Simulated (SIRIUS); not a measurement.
# Ta (Im-3m) in SIRIUS: a series of runs, part 3 of 3

SIRIUS 7.12.0.

## (7) Equation of state, PW91, 18.73 Å³/atom (volume scaled by 1.04)

sirius.json reads:

```json
{
  "control": {
    "processing_unit": "cpu",
    "std_evp_solver_name": "lapack",
    "gen_evp_solver_name": "lapack",
    "verbosity": 2,
    "print_forces": false,
    "ortho_rf": true,
    "use_second_variation": true,
    "rmt_max": 3.0,
    "num_bands_to_print": 22,
    "save_wf": true
  },
  "parameters": {
    "electronic_structure_method": "full_potential_lapwlo",
    "xc_functionals": ["XC_GGA_X_PW91", "XC_GGA_C_PW91"],
    "core_relativity": "dirac",
    "valence_relativity": "iora",
    "num_fv_states": 22,
    "smearing": "fermi_dirac",
    "smearing_width": 0.0018374661,
    "pw_cutoff": 20,
    "gk_cutoff": 3.54,
    "lmax_apw": 11,
    "lmax_rho": 8,
    "lmax_pot": 8,
    "num_mag_dims": 0,
    "auto_rmt": 0,
    "ngridk": [11, 11, 11],
    "shiftk": [0, 0, 0],
    "num_dft_iter": 80,
    "energy_tol": 1e-07,
    "density_tol": 1e-05,
    "use_symmetry": true
  },
  "settings": {"tol_ne": 1e-10},
  "iterative_solver": {"type": "exact"},
  "mixer": {"type": "anderson", "beta": 0.5, "max_history": 8},
  "unit_cell": {
    "lattice_vectors": [
      [-3.1615304398, 3.1615304398, 3.1615304398],
      [3.1615304398, -3.1615304398, 3.1615304398],
      [3.1615304398, 3.1615304398, -3.1615304398]
    ],
    "atom_types": ["Ta"],
    "atom_files": {"Ta": "Ta.json"},
    "atoms": {"Ta": [[0.0, 0.0, 0.0]]}
  }
}
```

Ta.json reads:

```json
{
  "name": "tantalum",
  "symbol": "Ta",
  "number": 73,
  "mass": 180.94788,
  "rmin": 1e-06,
  "rmt": 2.6,
  "nrmt": 800,
  "rinf": 15.8,
  "core": "1s2s2p3s3p3d4s4p4d",
  "valence": [
    {"basis": [{"enu": 0.18, "dme": 0, "n": 0, "auto": 0}, {"enu": 0.18, "dme": 1, "n": 0, "auto": 0}]},
    {"l": 0, "n": 1, "basis": [{"enu": 0.28, "dme": 0, "n": 0, "auto": 0}]},
    {"l": 1, "n": 2, "basis": [{"enu": 0.28, "dme": 0, "n": 0, "auto": 0}]},
    {"l": 2, "n": 3, "basis": [{"enu": 0.28, "dme": 0, "n": 0, "auto": 0}]},
    {"l": 3, "n": 4, "basis": [{"enu": 0.28, "dme": 0, "n": 0, "auto": 0}]},
    {"l": 4, "n": 5, "basis": [{"enu": 0.28, "dme": 0, "n": 0, "auto": 0}]}
  ],
  "lo": [
    {"l": 0, "basis": [{"enu": 0.28, "dme": 0, "n": 0, "auto": 0}, {"enu": 0.28, "dme": 1, "n": 0, "auto": 0}]},
    {
      "l": 0,
      "basis": [{"enu": -2.2572, "dme": 0, "n": 5, "auto": 1}, {"enu": -2.2572, "dme": 1, "n": 5, "auto": 1}]
    },
    {
      "l": 0,
      "basis": [{"enu": -2.2572, "dme": 1, "n": 5, "auto": 1}, {"enu": 0.28, "dme": 0, "n": 0, "auto": 0}]
    },
    {"l": 0, "basis": [{"enu": 0.28, "dme": 0, "n": 0, "auto": 0}, {"enu": 2.6469, "dme": 0, "n": 0, "auto": 0}]},
    {"l": 1, "basis": [{"enu": 0.28, "dme": 0, "n": 0, "auto": 0}, {"enu": 0.28, "dme": 1, "n": 0, "auto": 0}]},
    {
      "l": 1,
      "basis": [{"enu": -1.0303, "dme": 0, "n": 5, "auto": 1}, {"enu": -1.0303, "dme": 1, "n": 5, "auto": 1}]
    },
    {
      "l": 1,
      "basis": [{"enu": -1.0303, "dme": 1, "n": 5, "auto": 1}, {"enu": 0.28, "dme": 0, "n": 0, "auto": 0}]
    },
    {"l": 1, "basis": [{"enu": 0.28, "dme": 0, "n": 0, "auto": 0}, {"enu": 3.0019, "dme": 0, "n": 0, "auto": 0}]},
    {"l": 2, "basis": [{"enu": 0.28, "dme": 0, "n": 0, "auto": 0}, {"enu": 0.28, "dme": 1, "n": 0, "auto": 0}]},
    {"l": 2, "basis": [{"enu": 0.28, "dme": 1, "n": 0, "auto": 0}, {"enu": 0.28, "dme": 2, "n": 0, "auto": 0}]},
    {"l": 2, "basis": [{"enu": 0.28, "dme": 0, "n": 0, "auto": 0}, {"enu": 2.5877, "dme": 0, "n": 0, "auto": 0}]},
    {"l": 3, "basis": [{"enu": 0.28, "dme": 0, "n": 0, "auto": 0}, {"enu": 0.28, "dme": 1, "n": 0, "auto": 0}]},
    {
      "l": 3,
      "basis": [{"enu": -0.5047, "dme": 0, "n": 4, "auto": 1}, {"enu": -0.5047, "dme": 1, "n": 4, "auto": 1}]
    },
    {
      "l": 3,
      "basis": [{"enu": -0.5047, "dme": 1, "n": 4, "auto": 1}, {"enu": 0.28, "dme": 0, "n": 0, "auto": 0}]
    },
    {"l": 3, "basis": [{"enu": 0.28, "dme": 0, "n": 0, "auto": 0}, {"enu": 3.712, "dme": 0, "n": 0, "auto": 0}]},
    {"l": 4, "basis": [{"enu": 0.28, "dme": 0, "n": 0, "auto": 0}, {"enu": 0.28, "dme": 1, "n": 0, "auto": 0}]},
    {"l": 4, "basis": [{"enu": 0.28, "dme": 0, "n": 0, "auto": 0}, {"enu": 3.1202, "dme": 0, "n": 0, "auto": 0}]}
  ],
  "free_atom": [... radial grid and density of the free atom, the start of the SCF ...]
}
```

sirius_start.json reads:

```json
{
  "control": {
    "processing_unit": "cpu",
    "std_evp_solver_name": "lapack",
    "gen_evp_solver_name": "lapack",
    "verbosity": 1,
    "print_forces": false,
    "ortho_rf": true,
    "use_second_variation": true,
    "rmt_max": 3.0,
    "num_bands_to_print": 22,
    "save_wf": false
  },
  "parameters": {
    "electronic_structure_method": "full_potential_lapwlo",
    "xc_functionals": ["XC_LDA_X", "XC_LDA_C_PW"],
    "core_relativity": "dirac",
    "valence_relativity": "iora",
    "num_fv_states": 22,
    "smearing": "fermi_dirac",
    "smearing_width": 0.0055123983,
    "pw_cutoff": 20,
    "gk_cutoff": 2.83,
    "lmax_apw": 11,
    "lmax_rho": 8,
    "lmax_pot": 8,
    "num_mag_dims": 0,
    "auto_rmt": 0,
    "ngridk": [4, 4, 4],
    "shiftk": [0, 0, 0],
    "num_dft_iter": 30,
    "energy_tol": 0.01,
    "density_tol": 0.05,
    "use_symmetry": true
  },
  "settings": {"tol_ne": 1e-10},
  "iterative_solver": {"type": "exact"},
  "mixer": {"type": "anderson", "beta": 0.5, "max_history": 8},
  "unit_cell": {
    "lattice_vectors": [
      [-3.1615304398, 3.1615304398, 3.1615304398],
      [3.1615304398, -3.1615304398, 3.1615304398],
      [3.1615304398, 3.1615304398, -3.1615304398]
    ],
    "atom_types": ["Ta"],
    "atom_files": {"Ta": "Ta.json"},
    "atoms": {"Ta": [[0.0, 0.0, 0.0]]}
  }
}
```

The run is started by

```console
OMP_NUM_THREADS=1 sirius.scf --input=sirius_start.json --output=start.json
OMP_NUM_THREADS=1 sirius.scf --input=sirius.json --output=output.json --task=1
```

Wall time 52 s (1 thread of Arm Neoverse V1, shared host); peak memory 0.35 GiB.

Results (log left out):

| Quantity | Value |
| --- | --- |
| Free energy | -425251.9905 eV |
| Band gap on the k mesh | none (metal or under the smearing width) |
| All electrons inside the program's atomic spheres | Ta 71.14 (radii Ta 2.6 bohr) |

## (8) Equation of state, PW91, 19.09 Å³/atom (volume scaled by 1.06)

sirius.json: that of step 7 with these lines changed.

```diff
@@ -40,5 +40,5 @@
     "lattice_vectors": [
-      [-3.1615304398, 3.1615304398, 3.1615304398],
-      [3.1615304398, -3.1615304398, 3.1615304398],
-      [3.1615304398, 3.1615304398, -3.1615304398]
+      [-3.1816681193, 3.1816681193, 3.1816681193],
+      [3.1816681193, -3.1816681193, 3.1816681193],
+      [3.1816681193, 3.1816681193, -3.1816681193]
     ],
```

Ta.json is that of step 7.

sirius_start.json: that of step 7 with these lines changed.

```diff
@@ -40,5 +40,5 @@
     "lattice_vectors": [
-      [-3.1615304398, 3.1615304398, 3.1615304398],
-      [3.1615304398, -3.1615304398, 3.1615304398],
-      [3.1615304398, 3.1615304398, -3.1615304398]
+      [-3.1816681193, 3.1816681193, 3.1816681193],
+      [3.1816681193, -3.1816681193, 3.1816681193],
+      [3.1816681193, 3.1816681193, -3.1816681193]
     ],
```

The run is started by

```console
OMP_NUM_THREADS=1 sirius.scf --input=sirius_start.json --output=start.json
OMP_NUM_THREADS=1 sirius.scf --input=sirius.json --output=output.json --task=1
```

Wall time 56 s (1 thread of Arm Neoverse V1, shared host); peak memory 0.35 GiB.

The run converged. Its results:

| Property | Result |
| --- | --- |
| Free energy | -425251.9752 eV |
| Band gap on the k mesh | none (metal or under the smearing width) |
| All electrons inside the program's atomic spheres | Ta 71.10 (radii Ta 2.6 bohr) |

## (9) Equation of state, PW91

Potentials or basis: all-electron FP-LAPW, apw+lo standard.

No new run: the results of the series are fitted here.

What came out:

```
Equilibrium volume                      : 18.20 Å³/atom
Bulk modulus                            : 195 GPa
Pressure derivative of the bulk modulus : 4.3 (rough: it moves with the points fitted)
```

Energy against volume, from the lowest point:
```tsv
volume (Å³/atom)	energy (meV/atom)
16.930	60.67
17.290	29.58
17.650	9.89
18.010	0.26
18.371	0.00
18.731	8.20
19.091	23.47
```

## (10) How close it comes

Step 9. Measured bulk modulus of Ta: 194 GPa (quoted in “Pressure effects on the electronic structure and superconductivity of (TaNb)0.67(HfZrTi)0.33 high entropy alloy”, 2019, arxiv:1910.08312). This calculation gives 195 GPa (+0.8 %). The fit is for a static lattice scaled at fixed shape and fixed fractional positions.
